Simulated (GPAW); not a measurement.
Y in GPAW: the effect of functional

Y:

```
CELL_PARAMETERS angstrom
3.64740 0.00000 0.00000
-1.82370 3.15874 0.00000
0.00000 0.00000 5.73060
ATOMIC_POSITIONS crystal
Y 0.66667 0.33333 0.75000
Y 0.33333 0.66667 0.25000
```

Alike in all runs:

| Item | Value |
| --- | --- |
| Program | GPAW 26.7.0 |
| Task | band structure |
| Cutoff | 600 eV |
| Basis | pw |
| k mesh | 8 × 8 × 5 |
| Occupations | fermi-dirac, width 0.05 eV |
| Spin | no spin polarisation |

| functional | potentials or basis | pressure (GPa) |
| --- | --- | --- |
| LDA | the program's PAW data sets (release 1.2.1) made for this functional | -3.8 |
| PBEsol | PAW data sets generated in the run's folder for this functional | ? |
| RPBE | the program's PAW data sets (release 1.2.1) made for this functional | 1.3 |
| revPBE | the program's PAW data sets (release 1.2.1) made for this functional | 0.9 |
| BLYP | PAW data sets generated in the run's folder for this functional | 0.8 |

Q: What does the run with functional PBEsol give?

A: Pressure -2.1 GPa.

Runs at the PBE level aren't shown here.
